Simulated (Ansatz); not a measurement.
# Ta3HC5: the cost of one run

Program: Ansatz 0.2.0. Level of theory: DFT PBEsol, scalar-relativistic, plane waves, PAW. These are calculated values, not measurements.

6 further runs of the same task are left out: 1 that didn't finish, 5 set aside as unsound or not needed.

## (1) The structure to begin with

Symmetry: P3m1, No. 156, trigonal system. Conventional cell: a = 3.139 Å, b = 3.139 Å, c = 24.690 Å, α = 90.00°, β = 90.00°, γ = 120.00°. Around C (site symmetry 3m) lie 3 Ta at 2.22 Å. Ta (site symmetry 3m) has 6 C at 2.22 Å as nearest neighbours. C (site symmetry 3m) is surrounded by 6 Ta at 2.22 to 2.23 Å. Ta (site symmetry 3m) has 6 C at 2.18 to 2.23 Å as nearest neighbours. C (site symmetry 3m) has 6 Ta at 2.18 to 2.31 Å as nearest neighbours. Ta (site symmetry 3m) has 6 C at 2.07 to 2.31 Å as nearest neighbours. Around C (site symmetry 3m) lie 3 Ta at 2.07 Å.

Coordinates:

```xyz
7
Lattice="3.1393 0.0000 0.0000 -1.5697 2.7187 0.0000 0.0000 0.0000 24.6897" Properties=species:S:1:pos:R:3 pbc="T T T"
C     0.0000    1.8125    8.5000
Ta    1.5697    0.9062    9.7816
C     0.0000    0.0000   11.0632
Ta    0.0000    1.8125   12.3688
C     1.5697    0.9062   13.5877
Ta    0.0000    0.0000   15.0153
C     0.0000    1.8125   16.0128
```

Planes are indexed in the bulk's conventional cell (Fm-3m (No. 225)), a = 4.440 Å, b = 4.440 Å, c = 4.440 Å, α = 90.00°, β = 90.00°, γ = 90.00°.

It is a (111) slab, 7.7 Å thick as cut, with 17 Å of vacuum; its outer planes are C (top) and C (bottom). An earlier relaxation, lower half held, gave -30403.7809 eV, work function 7.19 eV (top face), 6.73 eV (bottom face), dipole along +c -0.021 e·Å per cell.

## (2) Start: CH, top (C)

Input file input.yaml:

```yaml
crystal:
  lattice:
    - [3.1393032032, 0.0, 0.0]
    - [-1.5696516016, 2.7187163241, 0.0]
    - [0.0, 0.0, 27.7896909957]
  atoms:
    - { symbol: C, position: [0.3333333333, 0.6666666667, 0.3058688203] }
    - { symbol: Ta, position: [0.6666666667, 0.3333333333, 0.3519871871] }
    - { symbol: C, position: [0.0, 0.0, 0.3981055541] }
    - { symbol: Ta, position: [0.3333333333, 0.6666666667, 0.4450846308] }
    - { symbol: C, position: [0.6666666667, 0.3333333333, 0.4889488634] }
    - { symbol: Ta, position: [0.0, 0.0, 0.5403194621] }
    - { symbol: C, position: [0.3333333333, 0.6666666667, 0.576214363] }
    - { symbol: C, position: [0.3333333333, 0.6666666667, 0.630910905] }
    - { symbol: H, position: [0.3333333333, 0.6666666667, 0.6704939288] }
basis:
  ecutwfc: 420
kpoints:
  mp_grid: { grid: [9, 9, 1] }
hamiltonian:
  xc: pbesol
scf:
  occupations: { method: gaussian, width: 0.1 }
output:
  forces: true
  eigenvalues: true
relax:
  adjacent_minimum: "off"
  f_tol: 0.03
  max_steps: 70
  constraints: [{ sites: [0, 1, 2] }]
efield:
  axis: 3
  dipole_correction: true
  ramp_width: 0.04
```

Launch:

```bash
ansatz run input.yaml --threads 2 --pin off --max-ram 5120MiB --backend cpu --events-out ev --progress --plain --runs-dir out
```

Q: Estimate wall time and peak memory on 2 threads of Arm Neoverse V2, shared host.

About 40 s, with a peak of 0.48 GiB.
